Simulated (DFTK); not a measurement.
Crystal: Ge.

```
CELL_PARAMETERS angstrom
-1.60842 1.60842 1.87318
1.60842 -1.60842 1.87318
1.60842 1.60842 -1.87318
ATOMIC_POSITIONS crystal
Ge 0.50000 0.50000 0.00000
```

The cell was built by a generator and needn't be a form met in nature.

Base run:

* Program: DFTK 0.8.2
* Functional: RPBE
* Potentials or basis: SG15 1.2 (PBE)
* Cutoff: 1225 eV
* k mesh: 12 × 12 × 12
* Occupations: fermi-dirac, width 0.05 eV
* Spin: no spin polarisation

Its results: band gap on the k mesh none (metal or under the smearing width); pressure 3.7 GPa.

After a change of settings the same cell gave: band gap on the k mesh none (metal or under the smearing width); pressure -6.6 GPa. Which change was it?
A. functional from RPBE to LDA
B. functional from RPBE to BLYP
C. functional from RPBE to r2SCAN
D. functional from RPBE to PBEsol

A.

LDA binds more tightly than RPBE, so the same cell stands under less pressure.

Caveats: the potentials were made for another functional, which shifts forces and pressure.

Runs at the PBE level aren't shown here.
